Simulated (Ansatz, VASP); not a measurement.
This is a calculation of P for Ansatz 0.2.0.

Contents of input.yaml:

```yaml
crystal:
  lattice:
    - [1.7484346925, 1.0094592404, 3.1708647352]
    - [-1.7484346925, 1.0094592404, 3.1708647352]
    - [0.0, -2.0189184807, 3.1708647352]
  atoms:
    - { symbol: P, position: [0.77291975, 0.77291975, 0.77291975] }
    - { symbol: P, position: [0.22708025, 0.22708025, 0.22708025] }
kpoints:
  mp_grid: { grid: [9, 9, 9] }
scf:
  occupations: { method: fermi_dirac, width: 0.05 }
hamiltonian:
  xc: pbe
  pseudopotentials: { kind: all_electron, lapw: { basis_error: 0.0005 } }
output:
  forces: true
  stress: true
  eigenvalues: true
```

Potentials or basis: all-electron LAPW, scalar-relativistic.

Command:

```console
$ ansatz run input.yaml --threads 1 --pin off --max-ram 2560MiB --backend cpu --events-out ev --progress --plain --runs-dir out
```

Q: Translate it to VASP 6.6.1. Potentials there: VASP PAW PBE potentials, release 64 (P).

A: As run (the cutoff follows the program's own potentials):

INCAR

```
SYSTEM = P
PREC = Accurate
ENCUT = 520
EDIFF = 1E-6
ISMEAR = -1
SIGMA = 0.05
LREAL = .False.
LASPH = .True.
NELM = 100
ALGO = Fast
ISIF = 2
LWAVE = .False.
LCHARG = .False.
GGA = PE
NBANDS = 12
```

The input KPOINTS:

```
regular mesh
0
Gamma
  9 9 9
  0 0 0
```

File POSCAR:

```
P
1.0
    1.7484346925      1.0094592404      3.1708647352
   -1.7484346925      1.0094592404      3.1708647352
    0.0000000000     -2.0189184807      3.1708647352
P
2
Direct
    0.7729197500      0.7729197500      0.7729197500
    0.2270802500      0.2270802500      0.2270802500
```

Potentials or basis: VASP PAW PBE potentials, release 64 (P).

Run with:

```bash
$ cat potpaw_PBE.64/P/POTCAR > POTCAR
$ mpirun -np 1 vasp_std > vasp.out
```

Both were run:

|  | VASP | Ansatz | Ansatz less VASP |
| --- | --- | --- | --- |
| gap on the k mesh at the Fermi level (eV) | none | none | - |
| pressure (GPa) | -1.8 | -1.5 | +0.28 |
| largest component of the traceless stress (GPa) | 0.10 | 0.25 | +0.152 |
| rms of the force components (eV/Å) | 0.048 | 0.027 | -0.0210 |

Atom by atom the forces differ by 0.021 eV/Å (rms over components). A gap of «none» marks a metal or a gap that the smearing closes. Ansatz ran all-electron here, so the differences hold the error of VASP's frozen core and of both bases.
